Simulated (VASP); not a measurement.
Write the native input for VASP 6.6.1 that does the following.

| Quantity | Value |
| --- | --- |
| Task | relaxation of cell and atoms |
| Functional | LDA |
| Potentials or basis | VASP PAW LDA potentials, release 64 (Si) |
| Cutoff | 600 eV |
| k mesh | 12 × 12 × 6 |
| Occupations | gaussian, width 0.03 eV |
| Spin | no spin polarisation |
| Further INCAR settings | ALGO = Normal; EDIFF = 1e-06; IBRION = 2; EDIFFG = -0.01; NSW = 90; ISIF = 3 |

The structure of Si lies in POSCAR:

```
Si
1.0
    3.7978212800      0.0000000000      0.0000000000
   -1.8989106400      3.2890097100      0.0000000000
    0.0000000000      0.0000000000      6.2695984500
Si
4
Direct
    0.6666666700      0.3333333300      0.0629012500
    0.3333333300      0.6666666700      0.5629012500
    0.6666666700      0.3333333300      0.4370987500
    0.3333333300      0.6666666700      0.9370987500
```

The cell was built by a generator and needn't be a form met in nature.

One way to write it, as run:

INCAR

```
PREC = Accurate
ENCUT = 600
EDIFF = 1E-6
ISMEAR = 0
SIGMA = 0.03
LREAL = False
LASPH = True
NELM = 80
ALGO = Normal
ISIF = 3
LWAVE = False
LCHARG = False
IBRION = 2
NSW = 90
EDIFFG = -0.01
```

KPOINTS

```
Automatic mesh
0
Gamma
  12 12 6
```

Potentials or basis: VASP PAW LDA potentials, release 64 (Si).

Command:

```sh
$ cat potpaw_LDA.64/Si/POTCAR > POTCAR
$ mpirun -np 1 vasp_std > vasp.out
```

It gave:

* Relaxed volume: 19.69 Å³/atom
* Relaxed cell: a = 3.803 Å, b = 3.803 Å, c = 6.289 Å, α = 90.00°, β = 90.00°, γ = 120.00°
* Space group after relaxing (to 0.05 Å): P6_3/mmc (No. 194)
* Energy gained by relaxing: 0.2 meV/atom
* Ionic steps: 5
* Pressure after relaxing: 0.0 GPa
* Band gap on the k mesh: 0.27 eV, indirect (least direct gap 0.99 eV)

It took 68 s on 1 thread of Intel(R) Xeon(R) 6975P-C (Granite Rapids), with other jobs on the host, peak memory 0.21 GiB.
